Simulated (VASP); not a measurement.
**Sr: single point with PBE**

The system is Sr.

```xyz
1
Lattice="0.0000 3.0423 3.0423 3.0423 0.0000 3.0423 3.0423 3.0423 0.0000" Properties=species:S:1:pos:R:3 pbc="T T T"
Sr    0.0000    0.0000    0.0000
```

```yaml
Program: VASP 6.6.1
Task: single point
Functional: PBE
Potentials_or_basis: VASP PAW PBE potentials, release 64 (Sr_sv)
Cutoff: 520 eV
k_mesh: 8 × 8 × 8
Occupations: fermi-dirac, width 0.05 eV
Spin: no spin polarisation
```

| Quantity | Value |
| --- | --- |
| Pressure | -0.3 GPa |
| Band gap on the k mesh | none (metal or under the smearing width) |

Levels at points of the mesh, in eV from the Fermi level:
| k point | band 2 | band 3 | band 4 | band 5 | band 6 | band 7 | band 8 | band 9 |
| --- | --- | --- | --- | --- | --- | --- | --- | --- |
| (0.00, 0.00, 0.00) | -18.53 | -18.53 | -18.53 | -3.58 | 2.34 | 2.34 | 2.34 | 3.77 |
| (0.50, 0.00, 0.00) | -18.71 | -18.56 | -18.56 | -1.08 | 0.06 | 2.19 | 2.19 | 4.78 |
| (0.50, 0.50, 0.00) | -18.70 | -18.60 | -18.60 | -0.59 | 0.39 | 1.03 | 4.79 | 5.08 |

Wall time 8.6 s on 1 thread of Intel(R) Xeon(R) 6975P-C (Granite Rapids), with other jobs on the host, peak memory 0.16 GiB.
